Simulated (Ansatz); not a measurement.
# Stack of 1T-PtSe2 under 1T-ZrSSe, shifted by two thirds of the diagonal in a perpendicular field, part 2 of 2

Wanted: the out-of-plane response of the stack of 1T-PtSe2 under 1T-ZrSSe, shifted by two thirds of the diagonal. A positive field points along +c.

Ansatz 0.2.0; plane-wave DFT, PBE-D3(BJ), Ansatz PAW.

So far. Step 2 (Relaxation): The lattice constant a goes from 3.745 to 3.701 Å.

## (3) Atoms held, field 0, start network

A sawtooth potential applies the field, turning back in the middle of the vacuum. With the dipole correction the typed value is the field outside the slab. The induced dipole is small, so the SCF threshold is tight.

The cell differs from the one that the last finished run ended in (c 48.370 → 27.216 Å).

input.yaml reads:

```yaml
crystal:
  lattice:
    - [3.7012255707, 0.0, 0.0]
    - [-1.8506127854, 3.2053553694, 0.0]
    - [0.0, 0.0, 27.2162235878]
  atoms:
    - { symbol: Se, position: [0.6666666667, 0.3333333333, 0.330685114] }
    - { symbol: Pt, position: [0.0, 0.0, 0.3794985099] }
    - { symbol: Se, position: [0.3333333333, 0.6666666667, 0.428138981] }
    - { symbol: Se, position: [0.3333333333, 0.6666666667, 0.5573802742] }
    - { symbol: Zr, position: [0.6666666667, 0.3333333333, 0.6177449121] }
    - { symbol: S, position: [0.0, 0.0, 0.669314886] }
kpoints:
  mp_grid: { grid: [12, 12, 1] }
  band_path:
    path: [[0, 0, 0], [0.5, 0, 0], [0.33333333, 0.33333333, 0], [0, 0, 0]]
    npoints: 16
hamiltonian:
  xc: pbe
  dispersion: d3bj
scf:
  occupations: { method: fermi_dirac, width: 0.02585 }
  convergence: { dr2_threshold: 1.0e-10 }
efield:
  axis: 3
  dipole_correction: true
  ramp_position: 0.97
  ramp_width: 0.06
  amplitude: 0
output:
  dos: { projected: true, e_range: [-6, 5] }
  write_potential: true
  write_density: true
  volumetric_format: npy
  elf: true
```

On the command line:

```bash
ansatz run input.yaml --threads 2 --pin off --max-ram 3072MiB --backend cpu --events-out ev --progress --plain --runs-dir out
```

Numbers of over 12 decimals in the logs are rounded to 6 here.

The log of the run:

```text
[...]
Crystal: 6 atoms, lattice volume = 322.886 Å³
Basis set: ecut = 420 eV, 6355 PW (Γ)
Bands: 51, of which v1, the nominal top of the filled ones, is band 42 counted from 1 (41 counted from 0)
Symmetry: 6 space group operations
[...]
k-points: 19 of 144 (time reversal used)
[...]
SCF iter   1: F=—  HF=-34023.601968 eV  |F-HF|=—  |Δ(HF+E_count)|=         —  Δρ=1.54e-3  dr2=4.06e-2  ethr=1.77e-3  p=-0.038 e·Å  D=-2.12e-2 V/Å  ΔV_dip=0.58 eV  dr2_dipole=1.83e-2  V_vac-E_F(+/−)=5.48/4.91 eV  ⟨swp⟩=7.8  Hψ=3786  notcnv=0  defer=2
efield: sawtooth ramp at fractional position 0.9700 (set: `efield.ramp_position`, or a place that a band, a saddle search or an elastic batch's reference lends), width 0.0600; the density the first Hamiltonian is built on has a dipole p = -0.038 e·Å; the dipole correction subtracts the counter field D = -2.12e-2 V/Å, which shifts the + side's vacuum level by +0.58 eV against the − side's; the planar-averaged density in the ramp window peaks in size at 1.2e-5 e/Å³
[...]
SCF iter   2: F=—  HF=-34023.599514 eV  |F-HF|=—  |Δ(HF+E_count)|=   2.45e-3  Δρ=1.68e-3  dr2=5.42e-2  ethr=4.83e-5  p=0.002 e·Å  D=1.07e-3 V/Å  ΔV_dip=-0.03 eV  dr2_dipole=1.55e-2  V_vac-E_F(+/−)=5.37/5.40 eV  ⟨swp⟩=2.8  Hψ=1556  notcnv=0  defer=70
[...]
SCF iter  14: F=-34023.594521 eV  HF=-34023.594521 eV  |F-HF|=1.46e-11  |Δ(HF+E_count)|=  6.55e-11  Δρ=4.30e-8  dr2=2.53e-11  ethr=1.00e-12  p=-0.011 e·Å  D=-5.89e-3 V/Å  ΔV_dip=0.16 eV  dr2_dipole=6.64e-13  V_vac-E_F(+/−)=5.45/5.29 eV  ⟨swp⟩=1.0  Hψ=1967  notcnv=0
SCF 1 converged in 14 iterations: F = -34023.594521 eV  dr2 = 2.53e-11
[...]
NSCF: frozen V_eff on 49 k-points
efield: sawtooth ramp at fractional position 0.9700 (kept from the solve that this one continues, or follows in the run), width 0.0600; the density the first Hamiltonian is built on has a dipole p = -0.011 e·Å; the dipole correction subtracts the counter field D = -5.89e-3 V/Å, which shifts the + side's vacuum level by +0.16 eV against the − side's; the planar-averaged density in the ramp window peaks in size at 5.9e-6 e/Å³
[...]
SCF converged after 14 iterations
Free energy (F): -34023.594521 eV
[...]
Internal energy: -34023.594520 eV  (E = F + TS)
E sigma→0 (E₀):  -34023.594520 eV
Entropy (-TS):   -0.000001 eV (-0.000 meV/atom)
Fermi energy:    1.110142 eV
Dipole field:    D = -0.005895 V/Å  (p = -0.010519 e·Å, saw-weighted, corrected)
Work function:   Φ+ = 5.4549 eV   Φ− = 5.2945 eV
Levels:          The Fermi level and band energies are counted from a zero that moves with the ramp; work functions are not
[...]
--- Band table (eV; the first three rows and the last of 19) ---
  k-point 0: bands = [... 38 lower, 0.6920, 0.6920, 0.7765, 0.7765, 2.0032, 2.0032, 2.7851, 3.7138, ... 5 higher]
  k-point 1: bands = [... 38 lower, 0.4763, 0.4805, 0.7541, 0.7554, 2.0787, 2.2764, 2.9288, 3.2143, ... 5 higher]
  k-point 2: bands = [... 38 lower, 0.0944, 0.5073, 0.6831, 0.7928, 1.9832, 2.3837, 2.7552, 3.2366, ... 5 higher]
  k-point 18: bands = [... 38 lower, -1.3810, -1.2605, -0.2344, -0.1575, 2.4979, 2.5184, 2.7780, 3.3071, ... 5 higher]
```

It took 82 s on 2 threads of Intel Xeon at 2.50GHz (Skylake/Cascade Lake), shared host; peak memory 0.91 GiB; 2.4 min of CPU time.

The column dr2 measures how far the density is from self-consistency, as an energy; F and HF (Harris–Foulkes) agree once it is small.

This step gave:

```
dipole along the normal            : -0.01052 e·Å
gap along the path                 : 0.5692 eV
smallest direct gap along the path : 1.123 eV
step between the vacuum levels     : 0.1604 eV
ionisation energy, upper face      : 5.754 eV
electron affinity, upper face      : 5.185 eV
ionisation energy, lower face      : 5.594 eV
gap, the smaller of path and mesh  : 0.5692 eV
```

Running mean over a fixed 2.7 Å (it still follows the layers) of the planar mean; the ramp of the sawtooth is left out. The electron's electrostatic potential energy less the Fermi level by z:

z (Å), electron's electrostatic potential energy less the Fermi level (eV) and a bar from the least value:
```
        4       5.29 ##############################
        5       5.29 ##############################
        6       5.25 ##############################
        7       4.46 ############################
        8       1.44 #####################
        9      -3.94 ##########
       10      -7.83 #
       11      -7.26 ##
       12      -1.82 ##############
       13       2.15 #######################
       14       1.96 ######################
       15      -1.58 ###############
       16      -6.98 ###
       17      -8.39 
       18      -5.64 ######
       19       0.29 ###################
       20       4.34 ############################
       21       5.41 ##############################
       22       5.45 ##############################
       23       5.45 ##############################
       24       5.45 ##############################
```

The density of states has structure finer than the step of the table below, so its rows give means over 0.2 eV, whole bins alone (the curve runs from -6 to 2.24 eV). Peaks (eV: height): -5.23: 14.9, -4.15: 14.2, -3.68: 13.8, -3.11: 13.4, -3.05: 13.6, -2.58: 22.7, -0.32: 14.7.

The density of states by energy, zero at the Fermi level of the run, which the smearing sets inside the gap; means over each step:

energy (eV), density of states (states/eV a cell) and a bar:
```
     -5.8        1.8 #####
     -5.6        2.9 #######
     -5.4        2.9 #######
     -5.2        9.0 ######################
     -5.0        3.6 #########
     -4.8        4.7 ############
     -4.6        2.4 ######
     -4.4        5.2 #############
     -4.2        7.1 ##################
     -4.0        7.0 #################
     -3.8        8.6 #####################
     -3.6        6.4 ################
     -3.4        3.9 ##########
     -3.2        7.0 ##################
     -3.0        7.3 ##################
     -2.8        5.5 ##############
     -2.6       12.0 ##############################
     -2.4        4.3 ###########
     -2.2        3.8 #########
     -2.0        4.5 ###########
     -1.8        4.6 ###########
     -1.6        7.0 #################
     -1.4        6.4 ################
     -1.2        4.3 ###########
     -1.0        3.6 #########
     -0.8        3.3 ########
     -0.6        4.1 ##########
     -0.4        5.4 #############
     -0.2        0.4 #
      0.0        0.0 
      0.2        0.0 
      0.4        1.0 ###
      0.6        1.6 ####
      0.8        1.8 #####
      1.0        4.1 ##########
      1.2        4.3 ###########
      1.4        4.4 ###########
      1.6        3.2 ########
      1.8        5.6 ##############
      2.0        6.3 ################
```

Projected DOS per atom over height of the atomic layer and energy from the Fermi level. Layers: Se Pt Se Se Zr S from below.

Values in states/eV, 22 rows by 6 columns, each cell a mean:
```
1.19 0.99 1.20 0.35 1.77 0.24
0.91 0.82 0.91 0.25 1.35 0.20
0.92 0.89 0.95 0.15 1.03 0.11
0.23 0.22 0.19 0.25 2.05 0.25
0.02 0.02 0.01 0.13 1.07 0.20
0.00 0.00 0.00 0.02 0.16 0.03
0.26 0.08 0.37 0.09 0.01 0.07
1.33 0.53 1.26 0.30 0.07 0.17
0.96 0.80 0.91 0.45 0.15 0.21
0.92 0.87 0.93 1.42 0.31 0.67
1.03 0.91 0.85 1.86 0.42 0.94
0.54 0.62 0.53 1.42 0.31 0.87
0.62 2.92 0.62 0.89 0.37 0.62
0.40 2.54 0.39 1.17 0.87 1.49
0.14 0.83 0.16 1.16 1.82 2.66
0.31 2.04 0.32 1.06 0.71 1.31
1.06 2.34 0.98 1.10 0.93 1.39
0.61 1.44 0.62 0.62 0.86 1.27
0.55 1.11 0.62 0.31 0.41 0.48
1.20 3.04 1.24 0.09 0.09 0.09
0.89 2.39 0.96 0.02 0.01 0.00
0.47 0.76 0.50 0.00 0.00 0.00
```
Columns: height of the atomic layer (Å) from 9 to 18.2 (not evenly spaced); rows upwards: energy from the Fermi level (eV) from -5.96 to 2.23.

The electronic bands at the labelled points (eV, zero at the Fermi level of the run, which the smearing sets inside the gap):

```csv
point,band 39,band 40,band 41,band 42,band 43,band 44,band 45,band 46
Γ,-0.42,-0.42,-0.33,-0.33,0.89,0.89,1.68,2.60
halfway,-1.30,-0.92,-0.71,-0.51,0.63,1.07,2.04,2.19
M,-2.16,-2.09,-1.58,-1.41,0.27,2.09,2.33,2.55
halfway,-2.37,-2.05,-1.52,-1.30,1.00,1.55,1.91,2.46
K,-2.49,-2.37,-1.34,-1.27,1.39,1.41,1.67,2.20
halfway,-1.46,-1.21,-0.95,-0.38,1.15,1.37,1.49,1.69
Γ,-0.42,-0.42,-0.33,-0.33,0.89,0.89,1.68,2.60
```

Electrostatic potential energy in the ca plane at fractional y = 0.000, with atoms of Pt and S within 0.2 Å of it. With pseudopotentials it is smooth inside the atoms' cores, unlike the true potential.

Values in eV, 6 rows by 16 columns, each cell a mean:
```
  5 -12 -38 -11   5   6   6   5   3  -8 -33  -3   6   7   7   7
  4   0 -11   0   4   6   5   3   0  -2  -4   4   6   7   7   7
  2  -1   3  -1   2   6   3  -2  -5  -5   3   6   6   7   7   7
  2   0   2   0   2   6   4  -1  -4  -4   3   6   6   7   7   7
  5  -3 -23  -3   5   6   5   4   1  -2 -14   3   6   7   7   7
  5 -14 -39 -14   5   6   6   5   4 -11 -33  -5   6   7   7   7
```
Columns run along c (16.0 Å, from fractional 0.29 to 0.88 of the cell; values clipped at the 3rd and 97th percentile), rows up along a (3.7 Å). Atoms in or near the plane, at fractional coordinates: Pt at (0.38, 0.00), S at (0.67, 0.00).

ELF in the ca plane at fractional y = 0.000, with atoms of Pt and S within 0.2 Å of it. It is the smooth field of the valence electrons, not physical close to the nuclei.

Ten even steps from '0' (0.00) to '9' (0.89), each cell a mean:
```
46776431000000000001478526998520000000000000
34664332100000122211268989997410000000000000
43333444320003566531125899864200000000000000
53223566641015788741112455421000000000000000
63224677751026888842210111000000000000000000
63224667751026888742111232110000000000000000
53233555531014677641113687642100000000000000
33443333210001344421147999986310000000000000
35775321000000011111378768997520000000000000
57777531000000000001488304998521000000000000
```
Columns run along c (16.0 Å, from fractional 0.35 to 0.94 of the cell), rows up along a (3.7 Å). Atoms in or near the plane, at fractional coordinates: Pt at (0.38, 0.00), S at (0.67, 0.00).

Valence density in the ca plane at fractional y = 0.000, with atoms of Pt and S within 0.2 Å of it. It is the smooth field of the valence electrons, not physical close to the nuclei.

Ten steps, logarithmic in the rise over the least value, from '0' (0 e/Å³) to '9' (11 e/Å³), each cell a mean:
```
00135899852100000000000113454443100000000000
01124677532100000001111112345442100000000000
01223344332110000011222122233321000000000000
12222222222211000122332222222110000000000000
12232222233221000123333332211100000000000000
12232222223211000123333222211100000000000000
11223333322210000112222222222211000000000000
01123566432110000011111112344432000000000000
00125798742100000000111112455543100000000000
00136999852100000000000113442443100000000000
```
Columns run along c (16.0 Å, from fractional 0.29 to 0.88 of the cell), rows up along a (3.7 Å). Atoms in or near the plane, at fractional coordinates: Pt at (0.38, 0.00), S at (0.67, 0.00).

The gap is 0.57 eV, with the valence edge 5.75 eV and the conduction edge 5.19 eV under the upper vacuum level. Spin-orbit coupling, left out in this run, matters for the bands of elements this heavy.

## (4) Atoms held, field 0.1 V/Å

Edit input.yaml of step 3 so:

```diff
@@ -26,7 +26,6 @@
   dipole_correction: true
-  ramp_position: 0.97
-  ramp_width: 0.06
-  amplitude: 0
+  ramp_position: 0.9541
+  ramp_width: 0.0863
+  amplitude: 0.1
 output:
-  dos: { projected: true, e_range: [-6, 5] }
   write_potential: true
@@ -34,2 +33 @@
   volumetric_format: npy
-  elf: true
```

The log of the run:

```text
[...]
Crystal: 6 atoms, lattice volume = 322.886 Å³
Basis set: ecut = 420 eV, 6355 PW (Γ)
Bands: 51, of which v1, the nominal top of the filled ones, is band 42 counted from 1 (41 counted from 0)
Symmetry: 6 space group operations
[...]
k-points: 19 of 144 (time reversal used)
[...]
k-point 0: bands = [... 38 lower, 0.6778, 0.6778, 0.7846, 0.7846, 2.0469, 2.0469, 2.8310, 3.6651, ... 5 higher]
  k-point 1: bands = [... 38 lower, 0.4443, 0.5205, 0.7092, 0.7179, 2.1223, 2.3200, 2.9738, 3.1665, ... 5 higher]
  k-point 2: bands = [... 38 lower, 0.1362, 0.4515, 0.6348, 0.7731, 2.0262, 2.3366, 2.7984, 3.2805, ... 5 higher]
  k-point 18: bands = [... 38 lower, -1.3561, -1.2169, -0.2859, -0.1972, 2.4519, 2.4704, 2.8225, 3.3446, ... 5 higher]
[key lines of the parts left out:]
SCF converged after 18 iterations
Free energy (F): -34023.596870 eV
Fermi energy:    1.121863 eV
Dipole field:    D = 0.032213 V/Å  (p = 0.057480 e·Å, saw-weighted, corrected)
```

The job ended after 86 s (2 threads; peak memory 0.8 GiB).

The dipole is 0.0575 e·Å, 0.0680 e·Å from its value without field, and the gap 0.635 eV.

## (5) Atoms held, field -0.1 V/Å

Edit input.yaml of step 4 so:

```diff
@@ -28,3 +28,3 @@
   ramp_width: 0.0863
-  amplitude: 0.1
+  amplitude: -0.1
 output:
```

The log of the run:

```text
[...]
Crystal: 6 atoms, lattice volume = 322.886 Å³
Basis set: ecut = 420 eV, 6355 PW (Γ)
Bands: 51, of which v1, the nominal top of the filled ones, is band 42 counted from 1 (41 counted from 0)
Symmetry: 6 space group operations
[...]
k-points: 19 of 144 (time reversal used)
[...]
k-point 0: bands = [... 38 lower, 0.6682, 0.6682, 0.8064, 0.8064, 1.9608, 1.9608, 2.7403, 3.7615, ... 5 higher]
  k-point 1: bands = [... 38 lower, 0.4404, 0.5098, 0.7917, 0.8018, 2.0364, 2.2342, 2.8844, 3.2616, ... 5 higher]
  k-point 2: bands = [... 38 lower, 0.0536, 0.5620, 0.7304, 0.8143, 1.9411, 2.4298, 2.7132, 3.1940, ... 5 higher]
  k-point 18: bands = [... 38 lower, -1.4054, -1.3029, -0.1840, -0.1180, 2.5418, 2.5651, 2.7349, 3.2719, ... 5 higher]
[key lines of the parts left out:]
SCF converged after 16 iterations
Free energy (F): -34023.598977 eV
Fermi energy:    1.102364 eV
Dipole field:    D = -0.044067 V/Å  (p = -0.078632 e·Å, saw-weighted, corrected)
```

The job ended after 78 s (2 threads; peak memory 0.8 GiB; 2.3 min of CPU time).

The dipole is -0.0786 e·Å, -0.0681 e·Å from its value without field, and the gap 0.498 eV.

## (6) Response, atoms held

This step: plane-wave DFT, PBE-D3(BJ), Ansatz PAW; response to a field along the normal, atoms held (Ansatz 0.2.0).

The dipoles give the slope, and the difference of two potentials shows where the field is screened.

Numbers from this step:

```
equivalent conductor thickness p/(ε₀AE) : 10.38 Å
distance between the outer atoms        : 9.216 Å
```

Table of dipole of the cell by applied field:

```
applied field (V/Å)  dipole of the cell (e·Å)
            -0.1000                   -0.0786
             0.0000                   -0.0105
             0.1000                    0.0575
```

Local field over the applied field, running mean. From the potentials at -0.1 and 0.1 V/Å; running mean over 2.8 Å. Local field over applied field against z:

z (Å), local field over applied field and a bar:
```
      4.5      0.997 ##############################
      5.0      0.993 ##############################
      5.5      0.980 #############################
      6.0      0.950 ############################
      6.5      0.884 ###########################
      7.0      0.769 #######################
      7.5      0.621 ##################
      8.0      0.458 ##############
      8.5      0.297 #########
      9.0      0.161 #####
      9.5      0.068 ##
     10.0      0.023 
     10.5      0.013 
     11.0      0.032 #
     11.5      0.080 ##
     12.0      0.152 ####
     12.5      0.228 #######
     13.0      0.278 ########
     13.5      0.285 ########
     14.0      0.261 ########
     14.5      0.204 ######
     15.0      0.129 ####
     15.5      0.069 ##
     16.0      0.042 #
     16.5      0.038 #
     17.0      0.048 #
     17.5      0.083 ##
     18.0      0.166 #####
     18.5      0.291 ########
     19.0      0.445 #############
     19.5      0.608 ##################
     20.0      0.764 #######################
     20.5      0.888 ###########################
     21.0      0.956 #############################
     21.5      0.985 ##############################
     22.0      0.995 ##############################
     22.5      0.998 ##############################
     23.0      1.000 ##############################
```

Electrons, planar mean, per unit field. The induced electron density by z:

z (Å), induced electron density (e/Å³ per V/Å) and a bar from the least value:
```
      4.5    0.00001 ################
      5.0    0.00003 ################
      5.5    0.00008 ################
      6.0    0.00021 #################
      6.5    0.00052 ##################
      7.0    0.00124 #####################
      7.5    0.00251 ###########################
      8.0    0.00329 ##############################
      8.5    0.00178 ########################
      9.0    0.00105 ####################
      9.5    0.00041 ##################
     10.0   -0.00012 ###############
     10.5   -0.00005 ################
     11.0    0.00003 ################
     11.5   -0.00060 #############
     12.0   -0.00091 ############
     12.5   -0.00187 ########
     13.0   -0.00145 ##########
     13.5    0.00015 #################
     14.0    0.00187 ########################
     14.5    0.00205 #########################
     15.0    0.00040 ##################
     15.5    0.00029 #################
     16.0   -0.00010 ###############
     16.5   -0.00052 ##############
     17.0    0.00004 ################
     17.5    0.00021 #################
     18.0   -0.00062 #############
     18.5   -0.00151 #########
     19.0   -0.00371 
     19.5   -0.00283 ####
     20.0   -0.00127 ##########
     20.5   -0.00047 ##############
     21.0   -0.00016 ###############
     21.5   -0.00005 ################
     22.0   -0.00002 ################
     22.5    0.00000 ################
     23.0    0.00000 ################
```

The smaller of the gaps on the path and on the k-mesh, counted as 0 under 0.03 eV. The gap by applied field:

| applied field (V/Å) | gap (eV) |
| --- | --- |
| -0.1000 | 0.498 |
| 0.0000 | 0.569 |
| 0.1000 | 0.635 |

By hand: between -0.1 and 0.1 V/Å the dipole changes by 0.1361 e·Å, a slope of 0.6806 e·Å²/V. A perfect conductor of thickness t has p = ε₀AEt, so t = 180.95 × 0.6806 / 11.864 = 10.38 Å (e/ε₀ = 180.95 V·Å, A in Å²).

The induced dipole is that of a conductor 10.38 Å thick.

## (7) What came out

| Property | Result |
| --- | --- |
| gap without field | 0.569 eV |
| ionisation energy, upper face | 5.75 eV |
| electron affinity, upper face | 5.19 eV |
| step between the vacuum levels | 0.160 eV |
| equivalent conductor thickness, atoms held | 10.4 Å |

What this shows: The induced dipole equals that of a perfect conductor 10.38 Å thick, while the outer atoms lie 9.22 Å apart; an out-of-plane ε follows only once a thickness t is chosen, by 1 − 1/ε = 10.38 Å / t. The two faces differ: the vacuum level above lies 0.16 eV higher than the one below. The gap goes from 0.57 eV to 0.50 eV at -0.1 V/Å. With the field reversed the gap is 0.63 eV at 0.1 V/Å. Semilocal functionals give gaps that are too small, and excitons are not included. Spin-orbit coupling is left out, which matters for the bands of elements this heavy.

[Logs are printed without paths, hosts, clocks, repeated set-up lines and the standing remarks that a program may print on its own settings, such as how far it seeks lower states.]

[Hosts, paths, dates, database ids (printed as entryN), source tags and the programs' standing remarks are cut or masked in the printed files.]

[Maps of the electrostatic potential energy from Ansatz leave out the sawtooth potential of an applied field or a dipole correction, so their vacuum need not be flat; planar profiles and work functions include it.]

[The density of states shown here was stored with 400 of the rows of the run's finer table, so its peaks can read low, often by over a quarter, or be missed, and its means over a window can be off by a tenth or more.]
